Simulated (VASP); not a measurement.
# Pd (Fm-3m) in VASP: relaxation of cell and atoms with PBE

Aim: the relaxation of cell and atoms of Pd with PBE.

All numbers are computed with VASP 6.6.1; they aren't measurements. Logs are shortened: lines on timing, memory, paths and dates and some standing lists are left out, and cuts for length are marked.

## Step 1: The crystal as given

Symmetry: Fm-3m, No. 225, cubic system. Conventional cell: a = 3.893 Å, b = 3.893 Å, c = 3.893 Å, α = 90.00°, β = 90.00°, γ = 90.00°. Pd (site symmetry m-3m) is surrounded by 12 Pd at 2.75 Å.

## Step 2: Relaxation of cell and atoms, PBE

Input file INCAR:

```
SYSTEM = Pd
ALGO = Fast
EDIFF = 1E-7
EDIFFG = -0.004
ENCUT = 600
GGA = PE
IBRION = 2
ISIF = 3
ISMEAR = 0
LASPH = .TRUE.
LCHARG = .FALSE.
LREAL = .FALSE.
LWAVE = .FALSE.
NELM = 80
NSW = 80
PREC = Accurate
SIGMA = 0.1
```

Input file KPOINTS:

```
k-points
0
G
  18 18 18
  0 0 0
```

Input file POSCAR:

```
Pd
1.0
    0.0000000000      1.9465000000      1.9465000000
    1.9465000000      0.0000000000      1.9465000000
    1.9465000000      1.9465000000      0.0000000000
Pd
1
Direct
    0.0000000000      0.0000000000      0.0000000000
```

Potentials or basis: VASP PAW PBE potentials, release 64 (Pd).

The run is started by

```
$ cat potpaw_PBE.64/Pd/POTCAR > POTCAR
$ mpirun -np 1 vasp_std > vasp.out
```

OUTCAR:

```text
SYSTEM = Pd
   EDIFF = 1E-7
   EDIFFG = -0.004
   ENCUT = 600
   GGA = PE
   IBRION = 2
   ISIF = 3
   ISMEAR = 0
   LASPH = .TRUE.
   LREAL = .FALSE.
   NELM = 80
   NSW = 80
   PREC = Accurate

 ion  position               nearest neighbor table
   1  0.000  0.000  0.000-

  LATTYP: Found a face centered cubic cell.
 ALAT       =     3.8930000000

  Lattice vectors:

 A1 = (   0.0000000000,   1.9465000000,   1.9465000000)
 A2 = (   1.9465000000,   0.0000000000,   1.9465000000)
 A3 = (   1.9465000000,   1.9465000000,   0.0000000000)

Analysis of symmetry for initial positions (statically):
=====================================================================
 Subroutine PRICEL returns:
 Original cell was already a primitive cell.

 Routine SETGRP: Setting up the symmetry group for a
 face centered cubic supercell.

 Subroutine GETGRP returns: Found 48 space group operations
 (whereof 48 operations were pure point group operations)
 out of a pool of 48 trial point group operations.

The static configuration has the point symmetry O_h .

Analysis of symmetry for dynamics (positions and initial velocities):
=====================================================================
 Subroutine PRICEL returns:
 Original cell was already a primitive cell.

 Routine SETGRP: Setting up the symmetry group for a
 face centered cubic supercell.

 Subroutine GETGRP returns: Found 48 space group operations
 (whereof 48 operations were pure point group operations)
 out of a pool of 48 trial point group operations.

The dynamic configuration has the point symmetry O_h .

 Subroutine INISYM returns: Found 48 space group operations
 (whereof 48 operations are pure point group operations),
 and found     1 'primitive' translations

----------------------------------------------------------------------------------------

                                     Primitive cell

  volume of cell :      14.7500

  direct lattice vectors                    reciprocal lattice vectors
     0.000000000  1.946500000  1.946500000    -0.256871307  0.256871307  0.256871307
     1.946500000  0.000000000  1.946500000     0.256871307 -0.256871307  0.256871307
     1.946500000  1.946500000  0.000000000     0.256871307  0.256871307 -0.256871307

  length of vectors
     2.752766699  2.752766699  2.752766699     0.444914156  0.444914156  0.444914156

  position of ions in fractional coordinates (direct lattice)
     0.000000000  0.000000000  0.000000000

  ion indices of the primitive-cell ions
   primitive index   ion index
                 1           1

----------------------------------------------------------------------------------------

 KPOINTS: k-points

Automatic generation of k-mesh.
 Grid dimensions read from file:
 generate k-points for:   18   18   18

 Generating k-lattice:

  Cartesian coordinates                     Fractional coordinates (reciprocal lattice)
    -0.014270628  0.014270628  0.014270628     0.055555556  0.000000000  0.000000000
     0.014270628 -0.014270628  0.014270628     0.000000000  0.055555556  0.000000000
     0.014270628  0.014270628 -0.014270628     0.000000000  0.000000000  0.055555556

  Length of vectors
     0.024717453  0.024717453  0.024717453

  Shift w.r.t. Gamma in fractional coordinates (k-lattice)
     0.000000000  0.000000000  0.000000000

 Subroutine IBZKPT returns following result:
 ===========================================

 Found    195 irreducible k-points:

 Following reciprocal coordinates:
            Coordinates               Weight
  0.000000  0.000000  0.000000      1.000000
  0.055556  0.000000  0.000000      8.000000
  0.111111  0.000000  0.000000      8.000000
  0.166667  0.000000  0.000000      8.000000
  0.222222  0.000000  0.000000      8.000000
  0.277778  0.000000  0.000000      8.000000
[... 16 lines left out ...]
 -0.277778  0.055556  0.000000     24.000000
 -0.222222  0.055556  0.000000     24.000000
 [... further k-points ...]
   k-points           NKPTS =    195   k-points in BZ     NKDIM =    195   number of bands    NBANDS=      9
   number of dos      NEDOS =    301   number of ions     NIONS =      1
   total plane-waves  NPLWV =  13824
   dimension x,y,z NGX =    24 NGY =   24 NGZ =   24
   dimension x,y,z NGXF=    48 NGYF=   48 NGZF=   48
   ions per type =               1
   NGX,Y,Z   is equivalent  to a cutoff of  14.49, 14.49, 14.49 a.u.
   NGXF,Y,Z  is equivalent  to a cutoff of  28.99, 28.99, 28.99 a.u.
 SYSTEM =  Pd
   PREC   = accura    normal or accurate (medium, high low for compatibility)
   ISTART =      0    job   : 0-new  1-cont  2-samecut
   ICHARG =      2    charge: 1-file 2-atom 10-const
   ISPIN  =      1    spin polarized calculation?
   LNONCOLLINEAR =      F non collinear calculations
   LSORBIT =      F    spin-orbit coupling
   LASPH  =      T    aspherical Exc in radial PAW
   ENCUT  =  600.0 eV  44.10 Ry    6.64 a.u.   5.50  5.50  5.50*2*pi/ulx,y,z
   NELM   =     80;   NELMIN=  2; NELMDL= -5     # of ELM steps
   EDIFF  = 0.1E-06   stopping-criterion for ELM
   LREAL  =      F    real-space projection
   EDIFFG = -.4E-02   stopping-criterion for IOM
   NSW    =     80    number of steps for IOM
   IBRION =      2    ionic relax: 0-MD 1-quasi-New 2-CG
   NFREE  =      1    steps in history (QN), initial steepest desc. (CG)
   ISIF   =      3    stress and relaxation
   ISYM   =      2    0-nonsym 1-usesym 2-fastsym
   POTIM  = 0.5000    time-step for ionic-motion
   TEBEG  =    0.0;   TEEND  =   0.0 temperature during run
   PSTRESS=    0.0 pullay stress
   NELECT =      10.0000    total number of electrons
   NUPDOWN=      -1.0000    fix difference up-down
   EMIN   =  10.00;   EMAX   =-10.00  energy-range for DOS
   EFERMI =   0.00;   METHOD = LEGACY
   ISMEAR =     0;   SIGMA  =   0.10  broadening in eV -4-tet -1-fermi 0-gaus
   EFERMI_NEDOS =   21; number of points for ismear=-14 and -15
   IALGO  =     68    algorithm
   IMIX   =      4    mixing-type and parameters
     AMIX     =   0.40;   BMIX     =  1.00
     AMIX_MAG =   1.60;   BMIX_MAG =  1.00
  volume/ion in A,a.u.               =      14.75        99.54
  Fermi-wavevector in a.u.,A,eV,Ry     =   1.438171  2.717748 28.141404  2.068335
  Thomas-Fermi vector in A             =   2.557167
   LORBIT       =      0    0 simple, 1 ext, 2 COOP (PROOUT), +10 PAW based schemes
   GGA     = PE    functional components
   LHFCALC =     F    Hartree Fock is set to
   AEXX    =    0.0000 exact exchange contribution
   IVDW    =     0    specifies the selected vdW correction
   LEPSILON=     F    determine dielectric tensor
   LRPA    =     F    only Hartree local field effects (RPA)
 conjugate gradient relaxation of ions
 non-spin polarized calculation
 RMM-DIIS sequential band-by-band and
 Gauss-broadening in eV      SIGMA  =   0.10
  energy-cutoff  :      600.00
  volume of cell :       14.75
 maximum number of plane-waves:       531
 NGX is ok and might be reduce to    24
   NGX = 11   NGY = 11   NGZ = 11

--------------------------------------- Ionic step        1  -------------------------------------------

 number of electron      10.0000000 magnetization

 number of electron       9.9999999 magnetization

 Free energy of the ion-electron system (eV)
  ---------------------------------------------------
  ext. energy  EPLUGINS =         0.00000000
  ---------------------------------------------------
  free energy    TOTEN  =        -5.21507549 eV

  energy without entropy =       -5.20341386  energy(sigma->0) =       -5.20924468

------------------------ aborting loop because EDIFF is reached ----------------------------------------

  FORCE on cell =-STRESS in cart. coord.  units (eV):
  Direction    XX          YY          ZZ          XY          YZ          ZX
  --------------------------------------------------------------------------------------
  -------------------------------------------------------------------------------------
  Total        0.6123112      0.6123112      0.6123112     -0.0000000      0.0000000      0.0000000
  in kB       66.5103964     66.5103964     66.5103964     -0.0000000      0.0000000      0.0000000
  external PRESSURE =      66.5103964 kB  Pullay stress =       0.0000000 kB
[... 86 lines left out ...]
  FREE ENERGIE OF THE ION-ELECTRON SYSTEM (eV)
  ---------------------------------------------------
  free  energy   TOTEN  =        -5.2256990232 eV

  energy  without entropy=       -5.2134949769  energy(sigma->0) =       -5.21959700

[... ionic steps 4 to 12 ...]

--------------------------------------- Ionic step       13  -------------------------------------------

 number of electron      10.0000000 magnetization

------------------------ aborting loop because EDIFF is reached ----------------------------------------

  FORCE on cell =-STRESS in cart. coord.  units (eV):
  Direction    XX          YY          ZZ          XY          YZ          ZX
  --------------------------------------------------------------------------------------
  -------------------------------------------------------------------------------------
  Total        0.0046171      0.0046171      0.0046171      0.0000000      0.0000000     -0.0000000
  in kB        0.4841274      0.4841274      0.4841274      0.0000000      0.0000000     -0.0000000
  external PRESSURE =       0.4841274 kB  Pullay stress =       0.0000000 kB
[... 55 lines left out ...]
  energy  without entropy=       -5.2135064632  energy(sigma->0) =       -5.21960343

--------------------------------------- Ionic step       15  -------------------------------------------

 number of electron      10.0000000 magnetization

 Free energy of the ion-electron system (eV)
  ---------------------------------------------------
  ext. energy  EPLUGINS =         0.00000000
  ---------------------------------------------------
  free energy    TOTEN  =        -5.22570051 eV

  energy without entropy =       -5.21350604  energy(sigma->0) =       -5.21960327

 E-fermi :   9.1916     XC(G=0): -12.9653

 val. band max:        9.1902754136   @ k =  -0.4444   0.3889   0.1111
 cond. band min:       9.1976870930   @ k =  -0.3889   0.3889   0.0556
 fundamental gap:      0.0074116794
 Fermi energy:         9.1915939489

 k-point     1 :       0.0000    0.0000    0.0000
  band No.  band energies     occupation
      1       2.3285      2.00000
      2       6.5136      2.00000
      3       6.5136      2.00000
      4       6.5136      2.00000
      5       8.0336      2.00000
      6       8.0336      2.00000
      7      26.3668      0.00000
      8      30.9435      0.00000
      9      30.9435      0.00000
[... 265 lines left out ...]
 k-point    24 :      -0.2222    0.0556    0.0000
  band No.  band energies     occupation
      1       4.0022      2.00000
      2       6.3080      2.00000
      3       6.8231      2.00000
      4       6.8544      2.00000
      5       7.9250      2.00000
      6       8.4206      2.00000
      7      23.8319      0.00000
      8      27.3109      0.00000
      9      30.9823      0.00000

 [... further k-points ...]

------------------------ aborting loop because EDIFF is reached ----------------------------------------

  FORCE on cell =-STRESS in cart. coord.  units (eV):
  Direction    XX          YY          ZZ          XY          YZ          ZX
  --------------------------------------------------------------------------------------
  -------------------------------------------------------------------------------------
  Total        0.0036725      0.0036725      0.0036725      0.0000000      0.0000000      0.0000000
  in kB        0.3850635      0.3850635      0.3850635      0.0000000      0.0000000      0.0000000
  external PRESSURE =       0.3850635 kB  Pullay stress =       0.0000000 kB
[... 16 lines left out ...]
  FREE ENERGIE OF THE ION-ELECTRON SYSTEM (eV)
  ---------------------------------------------------
  free  energy   TOTEN  =        -5.2257005070 eV

  energy  without entropy=       -5.2135060418  energy(sigma->0) =       -5.21960327

 reached required accuracy - stopping structural energy minimisation
```

Wall time 76 s (1 thread of Intel Xeon Platinum 8488C (Sapphire Rapids), shared host); peak memory 0.18 GiB.

What came out:

- Free energy: -5.2257 eV
- Relaxed volume: 15.28 Å³/atom
- Relaxed cell: a = 2.785 Å, b = 2.785 Å, c = 2.785 Å, α = 60.00°, β = 60.00°, γ = 60.00°
- Space group after relaxing (to 0.05 Å): Fm-3m (No. 225)
- Energy gained by relaxing: 10.6 meV/atom
- Ionic steps: 15
- Pressure after relaxing: 0.0 GPa
- Band gap on the k mesh: none (metal or under the smearing width)

Step by step:
| step | energy change (eV) | largest force (eV/Å) | pressure (GPa) | volume (Å³) |
| --- | --- | --- | --- | --- |
| 1 | 0.0000 | 0.0000 | 6.65 | 14.75 |
| 2 | 0.0098 | 0.0000 | -7.60 | 16.10 |
| 3 | -0.0106 | 0.0000 | -0.05 | 15.29 |
| 4 | -0.0106 | 0.0000 | 0.05 | 15.28 |
| 5 | -0.0106 | 0.0000 | 0.05 | 15.28 |
| 6 | -0.0106 | 0.0000 | 0.05 | 15.28 |
| 7 | -0.0106 | 0.0000 | 0.05 | 15.28 |
| 8 | -0.0106 | 0.0000 | 0.05 | 15.28 |
| 9 | -0.0106 | 0.0000 | 0.05 | 15.28 |
| 10 | -0.0106 | 0.0000 | 0.05 | 15.28 |
| 11 | -0.0106 | 0.0000 | 0.05 | 15.28 |
| 12 | -0.0106 | 0.0000 | 0.05 | 15.28 |
| 13 | -0.0106 | 0.0000 | 0.05 | 15.28 |
| 14 | -0.0106 | 0.0000 | 0.05 | 15.28 |
| 15 | -0.0106 | 0.0000 | 0.04 | 15.28 |

Final structure:
```xyz
1
Lattice="0.0000 1.9696 1.9696 1.9696 0.0000 1.9696 1.9696 1.9696 0.0000" Properties=species:S:1:pos:R:3 pbc="T T T"
Pd    0.0000    0.0000    0.0000
```
